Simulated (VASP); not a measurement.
# PtSe2 (P-3m1) in VASP: notebook

The runs below take PtSe2 through relaxation of the atoms, with PBE+D3(BJ), optB88-vdW, rev-vdW-DF2, LDA.

Everything below comes from runs of VASP 6.6.1. Logs are shortened: lines on timing, memory, paths and dates and some standing lists are left out, and cuts for length are marked.

## (1) The crystal as given

The structure is trigonal, space group P-3m1 (No. 164). The conventional cell has a = 3.724 Å, b = 3.724 Å, c = 4.723 Å, α = 90.00°, β = 90.00°, γ = 120.00°. Pt (site symmetry -3m) has 6 Se at 2.49 Å as nearest neighbours. Se (site symmetry 3m) is surrounded by 3 Pt at 2.49 Å.

## (2) Relaxation of the atoms, PBE+D3(BJ)

The input, INCAR:

```
SYSTEM = PtSe2
PREC = Accurate
ENCUT = 520
EDIFF = 1E-6
ISMEAR = 0
SIGMA = 0.05
LREAL = .FALSE.
LASPH = .TRUE.
NELM = 80
ALGO = Normal
ISIF = 2
LWAVE = .FALSE.
LCHARG = .FALSE.
GGA = PE
IVDW = 12
IBRION = 2
NSW = 40
EDIFFG = -0.01
KPAR = 2
```

The input, KPOINTS:

```
regular mesh
0
G
  10 10 8
  0 0 0
```

The input, POSCAR:

```
PtSe2
1.0
    3.7240000000      0.0000000000      0.0000000000
   -1.8620000000      3.2250786000      0.0000000000
    0.0000000000      0.0000000000      4.7228460000
Pt Se
1 2
Direct
    0.0000000000      0.0000000000      0.0000000000
    0.3333333300      0.6666666700      0.2679528400
    0.6666666700      0.3333333300      0.7320471600
```

Potentials or basis: VASP PAW PBE potentials, release 64 (Pt, Se).

The run is started by

```bash
$ cat potpaw_PBE.64/Pt/POTCAR potpaw_PBE.64/Se/POTCAR > POTCAR
$ mpirun -np 2 vasp_std > vasp.out
```

OUTCAR:

```text
SYSTEM = PtSe2
   PREC = Accurate
   ENCUT = 520
   EDIFF = 1E-6
   ISMEAR = 0
   LREAL = .FALSE.
   LASPH = .TRUE.
   NELM = 80
   ISIF = 2
   GGA = PE
   IVDW = 12
   IBRION = 2
   NSW = 40
   EDIFFG = -0.01
 IVDW          = 12

 ion  position               nearest neighbor table
   1  0.000  0.000  0.000-   2 2.49   3 2.49   2 2.49   3 2.49   3 2.49   2 2.49
   2  0.333  0.667  0.268-   1 2.49   1 2.49   1 2.49
   3  0.667  0.333  0.732-   1 2.49   1 2.49   1 2.49

  LATTYP: Found a hexagonal cell.
 ALAT       =     3.7240000000
 C/A-ratio  =     1.2682185822

  Lattice vectors:

 A1 = (   3.7240000000,   0.0000000000,   0.0000000000)
 A2 = (  -1.8620000000,   3.2250786000,   0.0000000000)
 A3 = (   0.0000000000,   0.0000000000,   4.7228460000)

Analysis of symmetry for initial positions (statically):
=====================================================================
 Subroutine PRICEL returns:
 Original cell was already a primitive cell.

 Routine SETGRP: Setting up the symmetry group for a
 hexagonal supercell.

 Subroutine GETGRP returns: Found 12 space group operations
 (whereof 12 operations were pure point group operations)
 out of a pool of 24 trial point group operations.

The static configuration has the point symmetry D_3d.

Analysis of symmetry for dynamics (positions and initial velocities):
=====================================================================
 Subroutine PRICEL returns:
 Original cell was already a primitive cell.

 Routine SETGRP: Setting up the symmetry group for a
 hexagonal supercell.

 Subroutine GETGRP returns: Found 12 space group operations
 (whereof 12 operations were pure point group operations)
 out of a pool of 24 trial point group operations.

The dynamic configuration has the point symmetry D_3d.

 Subroutine INISYM returns: Found 12 space group operations
 (whereof 12 operations are pure point group operations),
 and found     1 'primitive' translations

----------------------------------------------------------------------------------------

                                     Primitive cell

  volume of cell :      56.7223

  direct lattice vectors                    reciprocal lattice vectors
     3.724000000  0.000000000  0.000000000     0.268528464  0.155034981  0.000000000
    -1.862000000  3.225078600  0.000000000     0.000000000  0.310069962  0.000000000
     0.000000000  0.000000000  4.722846000     0.000000000  0.000000000  0.211736737

  length of vectors
     3.724000000  3.723999997  4.722846000     0.310069962  0.310069962  0.211736737

  position of ions in fractional coordinates (direct lattice)
     0.000000000  0.000000000  0.000000000
     0.333333330  0.666666670  0.267952840
     0.666666670  0.333333330  0.732047160

  ion indices of the primitive-cell ions
   primitive index   ion index
                 1           1
[... 76 lines left out ...]
   EDIFFG = -.1E-01   stopping-criterion for IOM
   NSW    =     40    number of steps for IOM
   IBRION =      2    ionic relax: 0-MD 1-quasi-New 2-CG
   NFREE  =      1    steps in history (QN), initial steepest desc. (CG)
   ISIF   =      2    stress and relaxation
   ISYM   =      2    0-nonsym 1-usesym 2-fastsym
   POTIM  = 0.5000    time-step for ionic-motion
   TEBEG  =    0.0;   TEEND  =   0.0 temperature during run
   PSTRESS=    0.0 pullay stress
   NELECT =      22.0000    total number of electrons
   NUPDOWN=      -1.0000    fix difference up-down
   EMIN   =  10.00;   EMAX   =-10.00  energy-range for DOS
   EFERMI =   0.00;   METHOD = LEGACY
   ISMEAR =     0;   SIGMA  =   0.05  broadening in eV -4-tet -1-fermi 0-gaus
   EFERMI_NEDOS =   21; number of points for ismear=-14 and -15
   IALGO  =     38    algorithm
   IMIX   =      4    mixing-type and parameters
     AMIX     =   0.40;   BMIX     =  1.00
     AMIX_MAG =   1.60;   BMIX_MAG =  1.00
  volume/ion in A,a.u.               =      18.91       127.59
  Fermi-wavevector in a.u.,A,eV,Ry     =   1.193890  2.256126 19.393396  1.425374
  Thomas-Fermi vector in A             =   2.329894
   LORBIT       =      0    0 simple, 1 ext, 2 COOP (PROOUT), +10 PAW based schemes
   GGA     = PE    functional components
   LHFCALC =     F    Hartree Fock is set to
   AEXX    =    0.0000 exact exchange contribution
   IVDW    =    12    specifies the selected vdW correction
   LEPSILON=     F    determine dielectric tensor
   LRPA    =     F    only Hartree local field effects (RPA)
 conjugate gradient relaxation of ions
 non-spin polarized calculation
 Gauss-broadening in eV      SIGMA  =   0.05
  energy-cutoff  :      520.00
  volume of cell :       56.72
 maximum number of plane-waves:      1542
   NGX = 13   NGY = 13   NGZ = 17

--------------------------------------- Ionic step        1  -------------------------------------------

 number of electron      21.9999999 magnetization

 Free energy of the ion-electron system (eV)
  ---------------------------------------------------
  ext. energy  EPLUGINS =         0.00000000
  ---------------------------------------------------
  free energy    TOTEN  =       -14.08728738 eV

  energy without entropy =      -14.08610190  energy(sigma->0) =      -14.08669464

------------------------ aborting loop because EDIFF is reached ----------------------------------------

 Edisp (eV)   -1.54131

 E8    (eV) :    -0.6620
[... 73 lines left out ...]
--------------------------------------- Ionic step        3  -------------------------------------------

 number of electron      21.9999998 magnetization

 Free energy of the ion-electron system (eV)
  ---------------------------------------------------
  ext. energy  EPLUGINS =         0.00000000
  ---------------------------------------------------
  free energy    TOTEN  =       -14.09557329 eV

  energy without entropy =      -14.09464657  energy(sigma->0) =      -14.09510993

 E-fermi :   7.3113     XC(G=0): -11.0799

 val. band max:        7.2776888767   @ k =  -0.1000   0.3000   0.3750
 cond. band min:       7.3312542916   @ k =   0.2000   0.1000   0.5000
 fundamental gap:      0.0535654149
 Fermi energy:         7.3112683275

 k-point     1 :       0.0000    0.0000    0.0000
  band No.  band energies     occupation
      1      -8.6902      2.00000
      2      -5.2555      2.00000
      3      -0.1293      2.00000
      4       0.9431      2.00000
      5       0.9431      2.00000
      6       3.4159      2.00000
      7       3.4159      2.00000
      8       4.7266      2.00000
      9       6.3363      2.00000
     10       6.3363      2.00000
     11       8.2155      0.00000
     12       8.2445      0.00000
     13       8.2445      0.00000
     14      10.5721      0.00000
[... 401 lines left out ...]
      2      -6.3946      2.00000
      3      -0.0992      2.00000
      4       1.6050      2.00000
      5       1.6746      2.00000
      6       3.3510      2.00000
      7       3.4354      2.00000
      8       3.5864      2.00000
      9       3.9546      2.00000
     10       4.0630      2.00000
     11       4.5761      2.00000
     12       8.1207      0.00000
     13       9.6344      0.00000
     14      12.2714      0.00000
     15      12.8329      0.00000

 [... further k-points ...]

------------------------ aborting loop because EDIFF is reached ----------------------------------------

 Edisp (eV)   -1.54227

 E8    (eV) :    -0.6625
[... 26 lines left out ...]
  FREE ENERGIE OF THE ION-ELECTRON SYSTEM (eV)
  ---------------------------------------------------
  free  energy   TOTEN  =       -15.6378445902 eV

  energy  without entropy=      -15.6369178647  energy(sigma->0) =      -15.63738123

 reached required accuracy - stopping structural energy minimisation
```

CONTCAR:

```text
PtSe2
   1.00000000000000
     3.7240000000000002    0.0000000000000000    0.0000000000000000
    -1.8620000000000001    3.2250785999999998    0.0000000000000000
     0.0000000000000000    0.0000000000000000    4.7228459999999997
  Pt              Se
     1     2
Direct
     0.0000000000000000    0.0000000000000000    0.0000000000000000
     0.3333333300000021    0.6666666699999979    0.2734292456559012
     0.6666666699999979    0.3333333300000021    0.7265707543440988

  0.00000000E+00  0.00000000E+00  0.00000000E+00
  0.00000000E+00  0.00000000E+00  0.00000000E+00
  0.00000000E+00  0.00000000E+00  0.00000000E+00
```

It took 66 s on 2 MPI ranks of Intel Xeon Platinum 8375C at 2.90GHz (Ice Lake), shared host; peak memory 0.23 GiB.

What came out:

```
Free energy                : -15.6378 eV
Energy gained by relaxing  : 3.1 meV/atom
Ionic steps                : 3
Pressure after relaxing    : 4.0 GPa
Band gap on the k mesh     : none (metal or under the smearing width)
Dispersion energy per atom : -0.514 eV
```

Stress tensor (GPa, compression positive):
```
4.57 0.00 0.00
0.00 4.57 0.00
0.00 0.00 2.77
```

The path:
```tsv
step	energy change (eV)	largest force (eV/Å)	pressure (GPa)
1	0.0000	0.3582	5.56
2	-0.0082	0.1189	4.48
3	-0.0092	0.0004	3.97
```

Final structure:
```
Pt Se
1.0
     3.72400    0.00000    0.00000
    -1.86200    3.22508    0.00000
     0.00000    0.00000    4.72285
Pt Se
1 2
Direct
  0.00000 0.00000 0.00000
  0.33333 0.66667 0.27343
  0.66667 0.33333 0.72657
```

Caveat: pairwise dispersion overbinds metals, which lowers pressure and volume. Spin-orbit coupling is left out, which matters for the levels of Pt.

## (3) Relaxation of the atoms, optB88-vdW

This run uses another cell than the first one, of 21.62 Å³/atom, 1.144 times its volume.

The input, INCAR:

```
  PREC = Accurate
  ENCUT = 520
  EDIFF = 1E-7
  ISMEAR = 0
  SIGMA = 0.05
  LREAL = False
  LASPH = True
  NELM = 80
  ALGO = Normal
  ISIF = 2
  LWAVE = False
  LCHARG = False
  GGA = BO
  LUSE_VDW = True
  AGGAC = 0.0
  PARAM1 = 0.1833333333
  PARAM2 = 0.22
  IBRION = 2
  NSW = 40
  EDIFFG = -0.01
  KPAR = 2
```

The input, KPOINTS:

```
regular mesh
0
Gamma
  10 10 8
```

The input, POSCAR:

```
PtSe2
1.0
    3.7240000000      0.0000000000      0.0000000000
   -1.8620000000      3.2250786000      0.0000000000
    0.0000000000      0.0000000000      5.4011540000
Pt Se
1 2
Direct
    0.0000000000      0.0000000000      0.0000000000
    0.3333333300      0.6666666700      0.2343017800
    0.6666666700      0.3333333300      0.7656982200
```

Potentials or basis: VASP PAW PBE potentials, release 64 (Pt, Se).

The run is started by

```bash
$ cat potpaw_PBE.64/Pt/POTCAR potpaw_PBE.64/Se/POTCAR > POTCAR
$ mpirun -np 2 vasp_std > vasp.out
```

It took 3.2 min on 2 MPI ranks of Intel Xeon Platinum 8259CL at 2.50GHz (Skylake/Cascade Lake), shared host; peak memory 0.45 GiB.

The run converged. Its results:

```
Free energy               : -8.3479 eV
Energy gained by relaxing : 26.9 meV/atom
Ionic steps               : 3
Pressure after relaxing   : 1.7 GPa
Band gap on the k mesh    : none (metal or under the smearing width)
```

Forces on the atoms (eV/Å):
```
Pt   0.000  0.000  0.000
Se   0.000  0.000  0.003
Se   0.000  0.000 -0.003
```

Stress tensor (GPa, compression positive):
```
 2.62  0.00  0.00
 0.00  2.62  0.00
 0.00  0.00 -0.18
```

The path:
```tsv
step	energy change (eV)	largest force (eV/Å)	pressure (GPa)
1	0.0000	0.9954	6.73
2	-0.0667	0.4030	3.71
3	-0.0808	0.0026	1.69
```

Final structure:
```xyz
3
Lattice="3.7240 0.0000 0.0000 -1.8620 3.2251 0.0000 0.0000 0.0000 5.4012" Properties=species:S:1:pos:R:3 pbc="T T T"
Pt    0.0000    0.0000    0.0000
Se    0.0000    2.1501    1.3489
Se    1.8620    1.0750    4.0522
```

Levels at points of the mesh, in eV from the Fermi level:
```csv
k point,band 8,band 9,band 10,band 11,band 12,band 13,band 14,band 15
"(0.00, 0.00, 0.00)",-2.57,-0.84,-0.84,0.18,1.50,1.50,3.89,4.14
"(0.50, 0.00, 0.00)",-3.16,-3.15,-2.95,-2.77,0.71,2.07,4.63,5.75
"(0.00, 0.00, 0.50)",-2.84,-1.80,-1.17,-1.17,2.11,2.11,4.95,5.99
"(0.50, 0.00, 0.50)",-3.15,-2.89,-2.41,-1.48,1.05,1.49,4.08,4.88
```

Caveat: the PAW data sets were made with another functional, which shifts forces and pressure a little. The run has no spin-orbit coupling, so splittings on Pt are missing.

## (4) Relaxation of the atoms, rev-vdW-DF2

This run uses another cell than the first one, of 21.62 Å³/atom, 1.144 times its volume.

The input, INCAR:

```
PREC = Accurate
ENCUT = 520
EDIFF = 1E-6
ISMEAR = 0
SIGMA = 0.05
LREAL = False
LASPH = True
NELM = 80
ALGO = Normal
ISIF = 2
LWAVE = False
LCHARG = False
GGA = MK
LUSE_VDW = True
AGGAC = 0.0
PARAM1 = 0.1234
PARAM2 = 0.711357
ZAB_VDW = -1.8867
IBRION = 2
NSW = 60
EDIFFG = -0.01
KPAR = 2
```

KPOINTS is that of step 3.

POSCAR is that of step 3.

The run is started by

```bash
$ cat potpaw_PBE.64/Pt/POTCAR potpaw_PBE.64/Se/POTCAR > POTCAR
$ mpirun -np 2 vasp_std > vasp.out
```

It took 2.3 min on 2 MPI ranks of Intel Xeon Platinum 8559C (Emerald Rapids), shared host; peak memory 0.44 GiB.

Results (log left out):

```
Free energy               : -9.3880 eV
Energy gained by relaxing : 16.9 meV/atom
Ionic steps               : 3
Pressure after relaxing   : 0.4 GPa
Band gap on the k mesh    : none (metal or under the smearing width)
```

Stress tensor (GPa, compression positive):
```
 1.15  0.00  0.00
 0.00  1.15  0.00
 0.00  0.00 -1.08
```

The path:
| step | energy change (eV) | largest force (eV/Å) | pressure (GPa) |
| --- | --- | --- | --- |
| 1 | 0.0000 | 0.7810 | 4.49 |
| 2 | -0.0415 | 0.3263 | 2.10 |
| 3 | -0.0508 | 0.0010 | 0.40 |

Final structure:
```yaml
crystal:
  lattice:
    - [3.72400, 0.00000, 0.00000]
    - [-1.86200, 3.22508, 0.00000]
    - [0.00000, 0.00000, 5.40115]
  atoms:
    - { symbol: Pt, position: [0.00000, 0.00000, 0.00000] }
    - { symbol: Se, position: [0.33333, 0.66667, 0.24663] }
    - { symbol: Se, position: [0.66667, 0.33333, 0.75337] }
```

Levels at points of the mesh, in eV from the Fermi level:
| k point | band 8 | band 9 | band 10 | band 11 | band 12 | band 13 | band 14 | band 15 |
| --- | --- | --- | --- | --- | --- | --- | --- | --- |
| (0.00, 0.00, 0.00) | -2.56 | -0.87 | -0.87 | 0.15 | 1.56 | 1.56 | 3.87 | 4.02 |
| (0.50, 0.00, 0.00) | -3.21 | -3.19 | -3.02 | -2.82 | 0.73 | 2.10 | 4.59 | 5.65 |
| (0.00, 0.00, 0.50) | -2.83 | -1.79 | -1.18 | -1.18 | 2.14 | 2.14 | 4.82 | 5.96 |
| (0.50, 0.00, 0.50) | -3.22 | -2.95 | -2.51 | -1.51 | 1.11 | 1.50 | 4.08 | 4.77 |

Caveat: the PAW data sets were made with another functional, which shifts forces and pressure a little. Spin-orbit coupling is left out, which matters for the levels of Pt.

## (5) Relaxation of the atoms, LDA

This run uses another cell than the first one, of 18.54 Å³/atom, 0.981 times its volume.

The input, INCAR:

```
SYSTEM = PtSe2
PREC = Accurate
ENCUT = 520
EDIFF = 1E-6
ISMEAR = 0
SIGMA = 0.05
LREAL = .False.
LASPH = .True.
NELM = 80
ALGO = Fast
ISIF = 2
LWAVE = .False.
LCHARG = .False.
GGA = CA
IBRION = 2
NSW = 60
EDIFFG = -0.01
KPAR = 2
```

The input, KPOINTS:

```
Automatic mesh
0
Gamma
  10 10 8
  0 0 0
```

The input, POSCAR:

```
PtSe2
1.0
    3.7240000000      0.0000000000      0.0000000000
   -1.8620000000      3.2250786000      0.0000000000
    0.0000000000      0.0000000000      4.6317300000
Pt Se
1 2
Direct
    0.0000000000      0.0000000000      0.0000000000
    0.3333333300      0.6666666700      0.2732240400
    0.6666666700      0.3333333300      0.7267759600
```

Potentials or basis: VASP PAW LDA potentials, release 64 (Pt, Se).

The run is started by

```bash
$ cat potpaw_LDA.64/Pt/POTCAR potpaw_LDA.64/Se/POTCAR > POTCAR
$ mpirun -np 2 vasp_std > vasp.out
```

Run time: 50 s. Hardware: 2 MPI ranks of Intel Xeon Platinum 8259CL at 2.50GHz (Skylake/Cascade Lake), shared host; peak memory 0.2 GiB.

It converged, with:

| Item | Value |
| --- | --- |
| Free energy | -17.0745 eV |
| Energy gained by relaxing | 0.1 meV/atom |
| Ionic steps | 3 |
| Pressure after relaxing | 3.1 GPa |
| Largest force after relaxing | 0.005 eV/Å |
| Band gap on the k mesh | none (metal or under the smearing width) |

Forces in eV/Å, atoms in the order of the input:
```
Pt   0.000  0.000  0.000
Se   0.000  0.000 -0.005
Se   0.000  0.000  0.005
```

Stress tensor (GPa, compression positive):
```
3.23 0.00 0.00
0.00 3.23 0.00
0.00 0.00 2.84
```

Step by step:
```tsv
step	energy change (eV)	largest force (eV/Å)	pressure (GPa)
1	0.0000	0.0770	2.80
2	-0.0004	0.0238	3.03
3	-0.0004	0.0050	3.10
```

Final structure:
```
CELL_PARAMETERS angstrom
3.72400 0.00000 0.00000
-1.86200 3.22508 0.00000
0.00000 0.00000 4.63173
ATOMIC_POSITIONS crystal
Pt 0.00000 0.00000 0.00000
Se 0.33333 0.66667 0.27211
Se 0.66667 0.33333 0.72789
```

Levels at points of the mesh, in eV from the Fermi level:
```tsv
k point	band 9	band 10	band 11	band 12	band 13	band 14
(0.00, 0.00, 0.00)	-0.98	-0.98	0.97	0.97	1.02	3.06
(0.50, 0.00, 0.00)	-3.43	-3.36	-2.99	0.52	2.85	5.33
(0.00, 0.00, 0.50)	-1.90	-1.90	-1.64	2.59	2.59	5.08
(0.50, 0.00, 0.50)	-3.15	-2.59	-1.02	0.49	1.65	4.88
```

The run has no spin-orbit coupling, so splittings on Pt are missing.

## (6) Summary

| level | potentials or basis | gap on the mesh (eV) | pressure (GPa) |
| --- | --- | --- | --- |
| PBE+D3(BJ) | VASP PAW PBE potentials, release 64 (Pt, Se) | none | 4.0 |
| optB88-vdW | VASP PAW PBE potentials, release 64 (Pt, Se) | none | 1.7 |
| rev-vdW-DF2 | VASP PAW PBE potentials, release 64 (Pt, Se) | none | 0.4 |
| LDA | VASP PAW LDA potentials, release 64 (Pt, Se) | none | 3.1 |

Alike in all rows: task relaxation of the atoms; no spin polarisation; cell atoms relaxed; k mesh 10 × 10 × 8; cutoff (eV) 520; smearing gaussian 0.05 eV.

Caveats: the PAW data sets were made with another functional, which shifts forces and pressure a little (some runs); pairwise dispersion overbinds metals, which lowers pressure and volume (some runs).

Absolute energies hang on the potentials; compare differences alone.
